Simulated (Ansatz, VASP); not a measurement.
Hf: VASP beside Ansatz

```xyz
1
Lattice="0.0000 2.2397 2.2397 2.2397 0.0000 2.2397 2.2397 2.2397 0.0000" Properties=species:S:1:pos:R:3 pbc="T T T"
Hf    0.0000    0.0000    0.0000
```

This isn't the form of Hf at room conditions, which is hcp.

Alike in both runs: task single point; functional r2SCAN; k mesh 16 × 16 × 16; occupations gaussian, width 0.1 eV; no spin polarisation.

```csv
,VASP,Ansatz
version,VASP 6.6.1,Ansatz 0.2.0
potentials or method,"VASP PAW PBE potentials, release 64 (Hf_pv)","scalar-relativistic, plane waves, PAW"
plane-wave cutoff (eV),520,500
valence electrons in the cell,10,26
```

|  | VASP | Ansatz | Ansatz less VASP |
| --- | --- | --- | --- |
| gap on the k mesh at the Fermi level (eV) | none | none | - |
| pressure (GPa) | -0.5 | 0.0 | +0.51 |

A gap of «none» marks a metal or a gap that the smearing closes. With one functional, cell and mesh, what is left measures potentials, basis and numerics. The two sets of potentials don't hold the same shells in valence.

Caveats: the PAW data sets were made with another functional, which shifts forces and pressure a little (VASP). The runs have no spin-orbit coupling, so splittings on Hf are missing.
